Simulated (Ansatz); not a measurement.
# Ni (P6_3/mmc) in Ansatz: notebook

Runs on Ni. Level: HSE06. Tasks: single point, equation of state.

Program: Ansatz 0.2.0. These are calculated values, not measurements. Logs are shortened: lines on timing, memory, paths and dates and some standing lists are left out, and cuts for length are marked.

## (1) The crystal as given

It takes space group P6_3/mmc (No. 194, hexagonal). The conventional cell has a = 2.448 Å, b = 2.448 Å, c = 4.073 Å, α = 90.00°, β = 90.00°, γ = 120.00°. Ni (site symmetry -6m2) is surrounded by 12 Ni at 2.45 to 2.48 Å.

This isn't the form of Ni at room conditions, which is fcc.

## (2) Single point, HSE06, collinear spin, ferromagnetic start, 9.93 Å³/atom (volume scaled by 0.94)

input

```
crystal:
  lattice:
    - [2.3980492245, 0.0, 0.0]
    - [-1.1990246123, 2.076771548, 0.0]
    - [0.0, 0.0, 3.989665719]
  atoms:
    - { symbol: Ni, position: [0.6666666667, 0.3333333333, 0.75], spin: 1.0 }
    - { symbol: Ni, position: [0.3333333333, 0.6666666667, 0.25], spin: 1.0 }
hamiltonian:
  xc: hse06
  pseudopotentials: { kind: paw }
magnetization:
  spin_polarized: true
kpoints:
  mp_grid: { grid: [8, 8, 4] }
scf:
  occupations: { method: fermi_dirac, width: 0.05 }
output:
  forces: true
  stress: true
  eigenvalues: true
```

Potentials or basis: Ansatz PAW.

The log of the run:

```text
Warning: output.stress: scf.convergence.dr2_threshold = 1e-7 eV (the SCF's general default) is looser than the 2e-10 eV advised for a printed stress (1e-10 eV for each atom of the cell: 2). What an SCF threshold leaves in a stress goes as its square root, and in the free energy as the threshold itself, and one threshold admits the most on a small cell: of the crystals measured, under no hybrid functional and no lock of the moments, on runs that ended without the residual-converged pass, on stresses that held no estimate of that error, the worst erred by over 100 MPa in a component at 1e-7 eV an atom and by under 5 at 1e-10. Set scf.convergence.dr2_threshold to 2e-10 eV or tighter. The threshold is an SCF's pass mark: one that does not reach it within its budget of iterations ends unconverged, or closes short of it on a stop that the run arms, and scf.convergence.dr2_threshold's page says what that costs each kind of run
Warning: output.stress: scf.exx.energy_threshold = 1e-6 eV is looser than the 2e-8 eV advised for a stress under a hybrid functional (1e-8 eV for each atom of the cell: 2). Every SCF of the exchange loop can meet its threshold on dr2 while the loop round them stops early: no threshold on dr2 bounds what that leaves in the stress. Set scf.exx.energy_threshold to 2e-8 eV or tighter. The threshold is the loop's pass mark: a loop that does not reach it within its budget of cycles ends unconverged, and scf.exx.energy_threshold's page has the law
GPUs: using 1 of 1 available (devices: 1).
Engine: ansatz 0.2.0, x86_64-unknown-linux-gnu
Pseudopotentials: kind: paw
Pseudopotential: Ni, paw, valence charge 18, recommended cutoff 420 eV (normal), Ni.paw.azcp
Functional definition: HSE06
  parameter a = 0.25
  parameter omega = 0.11/bohr
  exchange = pbe_x - a*pbe_x_sr(omega) + a*exact_x_sr(omega)
  correlation = pbe_c
device memory: the entry about to start is reckoned to put 0.8 GiB on a device that reports 58.1 GiB free (of which the cap on the GPU budget leaves the run 18.0 GiB)
GPU FFT provider: cuFFT
GPU libraries: cuBLAS 13.8.2, cuFFT 12.4.0, cuSOLVER 12.3.4
Crystal: 2 atoms, lattice volume = 19.869 Å³
Basis set: ecut = 420 eV, 379 PW (Γ), exchange–correlation on 36×36×54 points (8 copies of the dense FFT grid, shifted against one another)
Bands: 23, of which v1, the nominal top of the filled ones, is band 18 counted from 1 (17 counted from 0)
Symmetry: 24 space group operations
Space group: P63/mmc (ITA 194), of the structure as read, at distance tolerance 2.7e-5 Å
Magnetic group: BNS 194.263 (UNI 1493), of the structure as read, at distance tolerance 2.7e-5 Å
k-points: 30 of 256
Non-local potential: Ni, projectors of the file, l = 0: 3, l = 1: 2, l = 2: 3, l = 3: 1
PAW form: soft (Blöchl's): semilocal exchange-correlation on the pseudo side does not see the compensation charge
PAW frozen core: Ni, regenerated for the run's functional, and the local potential with it (the file was generated under x = pbe(κ = 0.804, μ = 0.2195149727645171), c = pbe(β = 0.06672455060314922))
PAW one-centre angular grid: Ni, 590 points (default); XC on 96 Gauss nodes
Initial density: superposition of atomic densities (chi_scale 0.1, normalization cell)
Starting moments: Σ|m| = 2 μB on 2 of 2 sites
Initial wavefunctions: pseudopotential atomic-orbital guess
GPU buffer pool allocated for 8748 grid points (all kernels)
GPU transforms: local potential and band sums: pruned to the plane-wave sphere, on 18×18×27
Functional: x = pbe(κ = 0.804, μ = 0.2195149727645171), c = pbe(β = 0.06672455060314922), warm-up for x = pbe(κ = 0.804, μ = 0.2195149727645171) + 0.25 (exact − pbe) at short range (hse, ω = 0.20786987370883472 Å⁻¹), c = pbe(β = 0.06672455060314922); HSE06 as pw.x's `hse` composes it (authors' and Libxc's form: `xc: wpbeh`)
iter 1 solved again at ethr=3.07e-5 eV; its pass at ethr=1.00e-1 eV (dr2=1.11e-2 eV) is discarded
SCF iter   1: F=—  HF=-11679.209569 eV  |F-HF|=—  |Δ(HF+E_count)|=         —  Δρ=2.38e-2 (↑1.92e-2 ↓2.38e-2)  dr2=1.28e-2  dr2_m=7.55e-2  M=1.441 μB ∫|m|=1.502 μB  β_m=0.30  ethr=3.07e-5  ⟨swp⟩=6.9  Hψ=9689  notcnv=0
preconditioner: auto → none  [metal: Δε(μ)=0.013 eV  Ē_g=10.922 eV  σ=0.050 eV  W_gap=0.07  n_scr=2 (ndim 8)  ℏωp=37.3 eV  f_vac=0.000  D(μ)=4.15/eV (n_scr^D=84)  sad-step TF]
SCF iter   2: F=—  HF=-11679.230632 eV  |F-HF|=—  |Δ(HF+E_count)|=   2.11e-2  Δρ=2.40e-2 (↑1.51e-2 ↓2.40e-2)  dr2=1.65e-2  dr2_m=6.29e-2  M=1.365 μB ∫|m|=1.456 μB  β_m=0.30  ethr=3.07e-5  ⟨swp⟩=3.0  Hψ=3143  notcnv=0
SCF iter   3: F=—  HF=-11679.244588 eV  |F-HF|=—  |Δ(HF+E_count)|=   1.40e-2  Δρ=1.91e-2 (↑1.28e-2 ↓1.91e-2)  dr2=7.75e-3  dr2_m=4.30e-2  M=1.324 μB ∫|m|=1.435 μB  β_m=0.30  ethr=3.07e-5  ⟨swp⟩=2.5  Hψ=2833  notcnv=0
iter 4 solved again at ethr=9.19e-7 eV; its pass at ethr=2.15e-5 eV (dr2=3.31e-4 eV) is discarded
SCF iter   4: F=—  HF=-11679.256553 eV  |F-HF|=—  |Δ(HF+E_count)|=   1.20e-2  Δρ=1.37e-2 (↑1.23e-2 ↓1.37e-2)  dr2=3.04e-4  dr2_m=3.06e-2  M=1.287 μB ∫|m|=1.415 μB  β_m=0.30  ethr=9.19e-7  ⟨swp⟩=2.0  Hψ=6167  notcnv=0
SCF iter   5: F=—  HF=-11679.262777 eV  |F-HF|=—  |Δ(HF+E_count)|=   6.22e-3  Δρ=1.21e-2 (↑9.33e-3 ↓1.21e-2)  dr2=1.12e-3  dr2_m=2.07e-2  M=1.262 μB ∫|m|=1.401 μB  β_m=0.30  ethr=8.46e-7  ⟨swp⟩=3.2  Hψ=3288  notcnv=0
SCF iter   6: F=—  HF=-11679.266281 eV  |F-HF|=—  |Δ(HF+E_count)|=   3.50e-3  Δρ=1.03e-2 (↑6.90e-3 ↓1.03e-2)  dr2=1.78e-3  dr2_m=1.33e-2  M=1.244 μB ∫|m|=1.391 μB  β_m=0.30  ethr=8.46e-7  ⟨swp⟩=2.3  Hψ=2531  notcnv=0
SCF iter   7: F=—  HF=-11679.268554 eV  |F-HF|=—  |Δ(HF+E_count)|=   2.27e-3  Δρ=8.64e-3 (↑5.11e-3 ↓8.64e-3)  dr2=1.97e-3  dr2_m=8.37e-3  M=1.232 μB ∫|m|=1.384 μB  β_m=0.30  ethr=8.46e-7  ⟨swp⟩=2.0  Hψ=2509  notcnv=0
[... 86 lines left out ...]
GPU FFT provider: cuFFT
GPU libraries: cuBLAS 13.8.2, cuFFT 12.4.0, cuSOLVER 12.3.4
GPU buffer pool allocated for 8748 grid points (all kernels)
GPU transforms: local potential and band sums: pruned to the plane-wave sphere, on 18×18×27
Exchange kernel: α = 0.2500, screened, ω = 0.2079 Å⁻¹, Wigner–Seitz truncation, v(0) = 1040.4616 eV·Å³, q-mesh 8×8×4, nearest image of the exchange supercell L = 15.96 Å, pair-density grid 12×12×18, without the augmentation charges, whose exchange is taken in its separable form by FFT convolution over the k-point mesh (sized by the pseudopotential files, 15×15×27 at the most), smooth part of the exact exchange by density-matrix convolution in up to 1.61 GiB of GPU memory as planned if the GPU has room (build and FFT work areas not counted)
Frozen-core exchange: fock
SCF iter   1: F=—  HF=-11675.150517 eV  |F-HF|=—  |Δ(HF+E_count)|=         —  Δρ=5.46e-6 (↑6.79e-7 ↓5.46e-6)  dr2=2.96e-9  dr2_m=1.56e-9  M=1.562 μB ∫|m|=2.028 μB  β_m=0.30  ethr=2.04e-9  ⟨swp⟩=2.7  Hψ=2861  notcnv=0
preconditioner: auto → none  [metal: Δε(μ)=0.055 eV  Ē_g=13.213 eV  σ=0.050 eV  W_gap=0.27  n_scr=2 (ndim 8)  ℏωp=37.3 eV  f_vac=0.000  D(μ)=0.86/eV (n_scr^D=2)]
SCF iter   2: F=—  HF=-11675.150518 eV  |F-HF|=—  |Δ(HF+E_count)|=   5.68e-7  Δρ=4.17e-6 (↑1.85e-6 ↓4.17e-6)  dr2=4.36e-10  dr2_m=1.51e-9  M=1.562 μB ∫|m|=2.028 μB  β_m=0.44  ethr=6.25e-12  ⟨swp⟩=3.9  Hψ=3947  notcnv=0
SCF iter   3: F=—  HF=-11675.150518 eV  |F-HF|=—  |Δ(HF+E_count)|=   3.31e-8  Δρ=2.29e-6 (↑1.54e-6 ↓2.29e-6)  dr2=8.94e-11  dr2_m=5.87e-10  M=1.562 μB ∫|m|=2.028 μB  β_m=0.72  ethr=1.08e-12 (applied; sched 1.00e-12)  ⟨swp⟩=2.7  Hψ=2744  notcnv=0
SCF iter   4: F=-11675.150518 eV  HF=-11675.150518 eV  |F-HF|=2.98e-10  |Δ(HF+E_count)|=  2.87e-10  Δρ=1.18e-6 (↑5.00e-7 ↓1.18e-6)  dr2=2.88e-10  dr2_m=2.53e-11  M=1.562 μB ∫|m|=2.028 μB  ethr=1.12e-12 (applied; sched 1.00e-12)  ⟨swp⟩=3.1  Hψ=2964  notcnv=0
SCF 5 converged in 4 iterations: F = -11675.150518 eV  dr2 = 2.88e-10
  Residual-converged pass: ⟨swp⟩=2.8  Hψ=2765  notcnv=0  max |occ|·‖R‖ = 5.1e-7 eV (tolerance 5.2e-7 eV)  dr2=2.86e-10  dr2_m=2.65e-11  dr2_onsite=9.71e-11  max |Δocc| = 1.7e-13
hybrid outer 4: dexx = +5.760e-9 eV, tail = 7.71e-9 eV, Δε = 6.26e-4 eV (about 2.08e-4 eV left of the loop's levels), ΔF = 7.40e-17 eV/Å (tail 2.46e-17)
at 8 of the mixer's solves, all of them in the SCFs whose states led to this one, it left a direction of its history that read negative out of its fit and stepped the other way along it
this state was not tested for a lower state beside it, because the functional holds exact exchange (a hybrid, or Hartree-Fock), whose exchange loop this test does not read (fock_operator); the stability check (scf.self_checks: high) cannot read this state: a pseudopotential is PAW: the check reads norm-conserving sets alone
hybrid SCF converged: 4 outer / 43 inner (+15 warm-up), last move |dexx| = 5.76e-9 eV, tail = 7.71e-9 eV
Magnetization: 1.5622 μB (18.7811 up, 17.2189 down)
Absolute magnetization: 2.0293 μB (∫|ρ↑−ρ↓|, with the PAW one-centre terms)
Spin contamination: 0.0933 ħ² per cell (⟨S²⟩ above its minimum at these occupations)
Per-site moments (μB) at R_I (Å): [(0.8662765654580178, 0.9891953051199267), (0.8662765654580182, 0.9891953051199267)]
Free energy (F): -11675.150517 eV
Frozen-core exchange: fock
Harris-Foulkes:  -11675.150517 eV  (|F-HF|=2.98e-10)
Internal energy: -11675.143443 eV  (E = F + TS)
E sigma→0 (E₀):  -11675.146980 eV
Entropy (-TS):   -0.007074 eV (-3.537 meV/atom)
Fermi energy:    20.255231 eV
--- Per-component energies (eV) ---
  E_band       = -607.940865
  E_kinetic    = 571.034134
  E_local      = -6600.458784  (includes V_loc(G=0)·N_el)
  E_nonlocal   = 1283.838343
  E_hartree    = 2775.786405
  E_xc         = -137.771888
  E_vxc        = -175.908585  (∫ρ·V_xc dr)
  E_exx        = -192.273101  (= α·E_x^exact, valence–valence)
  E_paw        = -3107.042685  (= ΣΔE_a)
  E_vpaw       = -853.471989  (= ΣTr[D̂ρ^β])
  E_aug_tail   = 0.001118  (compensation charges beyond the density's cutoff)
  E_ewald      = -6267.824446
  E_core_change = -0.432539  (= ΣΔE_core)
  E_smearing   = -0.007074  (= −TS)
  E_closure    = -0.000000  (closes the sum)
  Σ components = -11675.150517   (vs F -11675.150517, Δ=-1.82e-12)
--- Forces (eV/Å), atoms counted from 1 ---
  atom   1  Ni     0.00000000    -0.00000000     0.00000000
  atom   2  Ni    -0.00000000     0.00000000     0.00000000
  max |Σ_I F_I| component: 1.85e-17 eV/Å
--- Stress (GPa, compression-positive) ---
       28.872834       0.000000       0.000000
       -0.000000      28.872834       0.000000
        0.000000       0.000000      21.686133
  P = ⅓ Tr σ = 26.4773 GPa (264.773 kbar)
--- Band table (eV; the first three rows and the last of 60) ---
  k-point 0 ↑: bands = ["-89.9878", "-89.9358", "-49.4853", "-49.1667", "-48.4121", "-48.4121", "-48.3616", "-48.3616", "9.3148", "12.5763", "14.7421", "15.9520", "15.9520", "16.2608", "16.2608", "16.5260", "16.5260", "17.7483", "17.7483", "19.2103", "26.5528", "44.8014", "47.2519"]
  k-point 1 ↑: bands = ["-89.9802", "-89.9435", "-49.4384", "-49.2135", "-48.4046", "-48.4046", "-48.3689", "-48.3689", "10.0191", "12.5754", "14.6229", "15.8359", "15.8359", "16.1110", "16.1110", "16.8488", "16.8657", "16.8657", "17.6733", "17.6733", "29.9600", "42.5638", "45.0516"]
  k-point 2 ↑: bands = ["-89.9618", "-89.9618", "-49.3257", "-49.3257", "-48.3864", "-48.3864", "-48.3864", "-48.3864", "11.7447", "11.7447", "14.7076", "14.7076", "15.8749", "15.8749", "15.8749", "15.8749", "17.3682", "17.3682", "17.3682", "17.3682", "36.0412", "36.0412", "45.5690"]
  k-point 29 ↓: bands = ["-88.4260", "-88.4260", "-47.3355", "-47.3355", "-47.2184", "-47.2184", "-47.1135", "-47.1135", "14.9014", "14.9014", "16.0036", "16.0036", "16.6584", "16.6584", "18.0724", "18.0724", "21.9597", "21.9597", "25.8217", "25.8217", "29.2613", "29.2613", "32.6294"]
```

Run time: 31 s. Hardware: 1 × NVIDIA H100 80GB HBM3 with 2 threads of AMD EPYC 7R13 (Zen 3), shared host; peak memory 1.8 GiB.

Results:

```
Free energy            : -11675.1505 eV
Pressure               : 26.5 GPa
Band gap on the k mesh : none (metal or under the smearing width)
Net moment             : 1.56 μB per cell
Absolute moment        : 2.03 μB per cell
Site moments           : Ni +0.87 μB
```

Caveat: the k mesh is coarse (spacing up to 0.39 Å⁻¹), so the values aren't converged, least of all with exact exchange; the magnetic or orbital state may not be the lowest; the pressure holds a Pulay correction of +0.5 GPa for the finite cutoff; the PAW data sets come from PBE, with cores solved anew for the run's functional, which leaves a small shift of forces and pressure; the thresholds are loose for stress.

(Continued in part 2 of 2.)
